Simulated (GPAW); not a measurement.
# HfO2 (Fm-3m) in GPAW: further runs, part 2 of 2

GPAW 26.7.0.

## Step 3: Equation of state, PBE

run.py reads:

```python
from ase import Atoms
from ase.eos import EquationOfState
from ase.io import Trajectory
from ase.units import GPa
from gpaw import GPAW, PW, setup_paths

setup_paths.insert(0, '.')

atoms = Atoms(['Hf', 'O', 'O'],
              cell=[[0.0, 2.5575, 2.5575],
                    [2.5575, 0.0, 2.5575],
                    [2.5575, 2.5575, 0.0]],
              scaled_positions=[[0.0, 0.0, 0.0],
                                [0.75, 0.75, 0.75],
                                [0.25, 0.25, 0.25]],
              pbc=True)

traj = Trajectory('eos.traj', 'w')
volumes, energies = [], []
for x in [0.94, 0.96, 0.98, 1.0, 1.02, 1.04, 1.06]:
    a = atoms.copy()
    a.set_cell(atoms.cell * x**(1 / 3), scale_atoms=True)
    calc = GPAW(mode=PW(800),
                xc='PBE',
                kpts={'size': (7, 7, 7), 'gamma': True},
                occupations={'name': 'fermi-dirac', 'width': 0.05},
                nbands=24,
                convergence={'density': 1e-05, 'energy': 1e-05},
                maxiter=150,
                txt=f'eos-{x:.2f}.txt')
    a.calc = calc
    energies.append(a.get_potential_energy(force_consistent=True))
    volumes.append(a.get_volume())
    p = -a.get_stress()[:3].mean() / GPa
    calc.write(f'eos-{x:.2f}.gpw')
    traj.write(a)
    print(f'{x:.2f} {volumes[-1]:10.4f} A^3 {energies[-1]:14.6f} eV {p:9.3f} GPa', flush=True)

v0, e0, B = EquationOfState(volumes, energies, eos='birchmurnaghan').fit()
print(f'V0 = {v0:.4f} A^3, E0 = {e0:.6f} eV, B0 = {B / GPa:.2f} GPa')
```

Potentials or basis: PAW data sets generated in the run's folder for this functional, pw.

Started as:

```sh
$ gpaw-setup -f PBE Hf O
$ OMP_NUM_THREADS=1 python run.py
```

What it wrote:

```text
__  _  _
 | _ |_)|_||  |
 |__||  | ||/\| - 26.7.0

Input parameters:
  mode=PW(ecut=800.0),
  convergence={'density': 1e-05, 'energy': 1e-05},
  kpts=MonkhorstPack(size=(7, 7, 7), gamma=True),
  maxiter=150,
  nbands=24,
  occupations=Occupations(name='fermi-dirac', width=0.05),
  xc=XC(name='PBE')

Diagonalizing LCAO Hamiltonian
Converting LCAO to pw mode

                   O

           O

       Hf

Atoms  # Å, Bohr magnetons
|   | symbol |        x |        y |        z |    initial magnetic moments |
|---|--------|----------|----------|----------|-----------------------------|
| 0 |     Hf | 0.000000 | 0.000000 | 0.000000 | ( 0.0000,  0.0000,  0.0000) |
| 1 |      O | 3.757937 | 3.757937 | 3.757937 | ( 0.0000,  0.0000,  0.0000) |
| 2 |      O | 1.252646 | 1.252646 | 1.252646 | ( 0.0000,  0.0000,  0.0000) |

Unit cell  # Å
| periodic |        x |        y |        z |  lengths |    angles |
|----------|----------|----------|----------|----------|-----------|
|      yes | 0.000000 | 2.505291 | 2.505291 | 3.543017 | 60.000000 |
|      yes | 2.505291 | 0.000000 | 2.505291 | 3.543017 | 60.000000 |
|      yes | 2.505291 | 2.505291 | 0.000000 | 3.543017 | 60.000000 |

Number of symmetries: 48
Symmetry operations  # r_c * U_cc + t_c -> r_c
|    | kind |            matrix            |
|----|------|------------------------------|
|  0 |  σ   |  1, 0, 0,  1, 0,-1,  1,-1, 0 |
|  1 |  C2  |  1, 0, 0,  1,-1, 0,  1, 0,-1 |
|  2 |  E   |  1, 0, 0,  0, 1, 0,  0, 0, 1 |
|  3 |  σ   |  1, 0, 0,  0, 0, 1,  0, 1, 0 |
|  4 |  C4  |  1, 0,-1,  1, 0, 0,  1,-1, 0 |
|  5 |  S6  |  1, 0,-1,  1,-1, 0,  1, 0, 0 |
|  6 |  σ   |  1, 0,-1,  0, 1,-1,  0, 0,-1 |
|  7 |  C3  |  1, 0,-1,  0, 0,-1,  0, 1,-1 |
|  8 |  S6  |  1,-1, 0,  1, 0, 0,  1, 0,-1 |
|  9 |  C4  |  1,-1, 0,  1, 0,-1,  1, 0, 0 |
| 10 |  C3  |  1,-1, 0,  0,-1, 1,  0,-1, 0 |
| 11 |  σ   |  1,-1, 0,  0,-1, 0,  0,-1, 1 |
| 12 |  σ   |  0, 1, 0,  1, 0, 0,  0, 0, 1 |
| 13 |  C4  |  0, 1, 0,  0, 1,-1, -1, 1, 0 |
| 14 |  C3  |  0, 1, 0,  0, 0, 1,  1, 0, 0 |
| 15 |  S6  |  0, 1, 0, -1, 1, 0,  0, 1,-1 |
| 16 |  C2  |  0, 1,-1,  1, 0,-1,  0, 0,-1 |
| 17 |  σ   |  0, 1,-1,  0, 1, 0, -1, 1, 0 |
| 18 |  S4  |  0, 1,-1,  0, 0,-1,  1, 0,-1 |
| 19 |  C4  |  0, 1,-1, -1, 1, 0,  0, 1, 0 |
| 20 |  C3  |  0, 0, 1,  1, 0, 0,  0, 1, 0 |
| 21 |  σ   |  0, 0, 1,  0, 1, 0,  1, 0, 0 |
| 22 |  S6  |  0, 0, 1,  0,-1, 1, -1, 0, 1 |
| 23 |  C4  |  0, 0, 1, -1, 0, 1,  0,-1, 1 |
| 24 |  S4  |  0, 0,-1,  1, 0,-1,  0, 1,-1 |
| 25 |  C3  |  0, 0,-1,  0, 1,-1,  1, 0,-1 |
| 26 |  C2  |  0, 0,-1,  0,-1, 0, -1, 0, 0 |
| 27 |  S6  |  0, 0,-1, -1, 0, 0,  0,-1, 0 |
[... 109 lines left out ...]
    |   2s |  2.000 |     -23.961 |    0.688 |
    |   2p |  4.000 |      -9.029 |    0.598 |
    |    s |        |       3.251 |    0.688 |
    |    p |        |      18.182 |    0.598 |
    |    d |        |       0.000 |    0.619 |

    Using partial waves for O as LCAO basis

Reference energy: -413967.822471  # eV

eigensolver:
  PPCG
  Converge bands: occupied
  niter=2

density mixing:
  MSR1-Mixer
  Pratt-step length: 0.05
  Maximum mixing coefficient: 0.75
  Old densities: 10
  SVD Regularization: 0.005
  Good broyden scale: 1.0
  Trust region scale: 1.0
  Backstep threshold: 4.0
  History deletion threshold: 6.0
  Fourier metric: weight=20.0, sigma=0.015

occupation numbers:
  Fermi-Dirac:
    width: 0.0500  # eV

poisson solver:
  ecut: 6400.0  # eV

xc functional:
  name: PBE with 2 nearest neighbor stencil

convergence criteria:
- Maximum integral of absolute [dens]ity change: 1e-05 electrons / valence electron
- Maximum [total energy] change in last 3 cyles: 1e-05 eV / valence electron
- Maximum integral of absolute [eigenst]ate change: 4e-08 eV^2 / valence electron
maximum number of iterations: 150

SCF iterations
|iter     | |      energy | eigst |  dens |
|---------|-|-------------|-------|-------|
|iter:   1| |  -32.129181 | +0.07 |       |
|iter:   2| |  -31.014501 | -2.16 | -0.81 |
|iter:   3| |  -28.041140 | -1.08 | -0.86 |
|iter:   4| |  -28.040290 | -2.71 | -1.47 |
|iter:   5| |  -28.050497 | -3.22 | -1.73 |
|iter:   6| |  -28.050310 | -5.20 | -2.87 |
|iter:   7| |  -28.050334c| -6.01 | -3.35 |
|iter:   8| |  -28.050337c| -7.07 | -3.84 |
|iter:   9| |  -28.050337c| -7.70c| -4.78 |
|iter:  10| |  -28.050337c| -8.52c| -5.47c|

Converged in 10 steps
Energy contributions relative to reference atoms: (reference = -413967.822471)

Energy contributions:
  Kinetic:          33.600717
  Coulomb:         -35.601166
  Zero:              0.332655
  External:          0.000000
  Xc:              -26.382543
  Entropy:          -0.000000
  Spinorbit:         0.000000
  ----------------------------
  Free energy:     -28.050337
  Extrapolated:    -28.050337

dipole moment: (-18.241494, -18.241494, -18.241494)  # |e|*Ang

Fermi level: 9.826
Eigenvalues  # (at kpt = [0.000, 0.000, 0.000])
| band index |      eig [eV] | occ [0-2] |
|------------|---------------|-----------|
|          0 |       -51.950 |     2.000 |
|        ... |               |           |
|          4 |       -10.020 |     2.000 |
|          5 |        -6.808 |     2.000 |
|          6 |         3.331 |     2.000 |
|          7 |         3.331 |     2.000 |
|          8 |         3.331 |     2.000 |
|          9 |         8.282 |     2.000 |
[... 8 lines left out ...]
|         18 |        23.399 |     0.000 |
|         19 |        23.399 |     0.000 |
|        ... |               |           |
|         23 |        34.355 |     0.000 |

Gap: 4.041 eV
Transition (v -> c):
  (s=0, k=15, n=11, [0.43, 0.43, -0.14]) -> (s=0, k=0, n=12, [0.00, 0.00, 0.00])
Direct/indirect transitions are different
Direct gap: 4.261 eV
Transition at: (s=0, k=15, n=11, [0.43, 0.43, -0.14])

Stress tensor  # eV/Ang^3
|         x |         y |         z |
|-----------|-----------|-----------|
| -0.088709 | -0.000000 | -0.000000 |
| -0.000000 | -0.088709 |  0.000000 |
| -0.000000 |  0.000000 | -0.088709 |

# Writing to eos-0.94.gpw (mode='')
```

eos-0.98.txt:

```text
SCF iterations
|iter     | |      energy | eigst |  dens |
|---------|-|-------------|-------|-------|
|iter:   1| |  -32.211110 | +0.05 |       |
|iter:   2| |  -31.078130 | -2.16 | -0.81 |
|iter:   3| |  -28.112104 | -1.10 | -0.86 |
|iter:   4| |  -28.108541 | -2.64 | -1.46 |
|iter:   5| |  -28.118976 | -3.15 | -1.71 |
[... 51 lines left out ...]
Direct/indirect transitions are different
Direct gap: 4.134 eV
Transition at: (s=0, k=15, n=11, [0.43, 0.43, -0.14])

Stress tensor  # eV/Ang^3
|         x |         y |         z |
|-----------|-----------|-----------|
| -0.014078 |  0.000000 | -0.000000 |
|  0.000000 | -0.014078 | -0.000000 |
| -0.000000 | -0.000000 | -0.014078 |

# Writing to eos-0.98.gpw (mode='')
```

Run time: 95 s. Hardware: 1 thread of Intel Xeon Platinum 8488C (Sapphire Rapids), shared host; peak memory 0.25 GiB.

What came out:

```
Equilibrium volume                      : 11.03 Å³/atom
Bulk modulus                            : 252 GPa
Pressure derivative of the bulk modulus : 4.4
```

Energy against volume, from the lowest point:
| volume (Å³/atom) | energy (meV/atom) |
| --- | --- |
| 10.483 | 22.78 |
| 10.706 | 7.21 |
| 10.929 | 0.00 |
| 11.152 | 0.26 |
| 11.375 | 7.20 |
| 11.598 | 20.16 |
| 11.821 | 38.55 |

## Step 4: Equation of state, M06-L+D4

run.py, as its differences from that of step 3:

```diff
@@ -1,2 +1,3 @@
 from ase import Atoms
+from ase.calculators.mixing import SumCalculator
 from ase.eos import EquationOfState
@@ -4,5 +5,4 @@
 from ase.units import GPa
-from gpaw import GPAW, PW, setup_paths
-
-setup_paths.insert(0, '.')
+from dftd4.ase import DFTD4
+from gpaw import GPAW, PW
 
@@ -23,3 +23,3 @@
     calc = GPAW(mode=PW(800),
-                xc='PBE',
+                xc='M06-L',
                 kpts={'size': (7, 7, 7), 'gamma': True},
@@ -30,4 +30,4 @@
                 txt=f'eos-{x:.2f}.txt')
-    a.calc = calc
-    energies.append(a.get_potential_energy(force_consistent=True))
+    a.calc = SumCalculator([calc, DFTD4(method='m06l')])
+    energies.append(a.get_potential_energy())
     volumes.append(a.get_volume())
```

Potentials or basis: GPAW PAW data sets (gpaw-data 1.2.1), pw.

Started as:

```sh
$ OMP_NUM_THREADS=1 python run.py
```

It took 13 min on 1 thread of Intel Xeon Platinum 8488C (Sapphire Rapids), shared host; peak memory 1.1 GiB.

It converged, with:

| Quantity | Value |
| --- | --- |
| Equilibrium volume | 10.90 Å³/atom (rough: see the caveat) |
| Bulk modulus | 273 GPa (rough) |

Energy against volume, from the lowest point:
```csv
volume (Å³/atom),energy (meV/atom)
10.483,14.67
10.706,3.00
10.929,0.00
11.152,4.64
11.375,16.13
11.598,33.75
11.821,57.05
```

Caveat: the points scatter about the fit; the PAW data sets were made with another functional, which shifts forces and pressure a little. The run has no spin-orbit coupling, so splittings on Hf are missing.
